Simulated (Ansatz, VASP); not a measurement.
Cu: VASP beside Ansatz

```
Cu
1.0
     0.00000    2.17129    2.17129
     2.17129    0.00000    2.17129
     2.17129    2.17129    0.00000
Cu
2
Direct
  0.87500 0.87500 0.87500
  0.12500 0.12500 0.12500
```

Change from the starting cell: volume scaled by 0.6, LAPW.

Alike in both runs: task single point; functional LDA; k mesh 15 × 15 × 15; occupations fermi-dirac, width 0.08 eV; no spin polarisation.

```csv
,VASP,Ansatz
version,VASP 6.6.1,Ansatz 0.2.0
potentials or method,"VASP PAW LDA potentials, release 64 (Cu), cutoff 520 eV","all-electron LAPW, scalar-relativistic"
```

VASP gave:

- pressure (GPa): 139.6

Question: Which values does Ansatz return?

Answer: Pressure (GPa): 138.5.

Ansatz ran all-electron here, so the differences hold the error of VASP's frozen core and of both bases.

Caveats: the cell as given lies far from equilibrium; so large a pressure means that the cell lies far from this level's equilibrium, or that cutoff or potentials fall short (VASP).
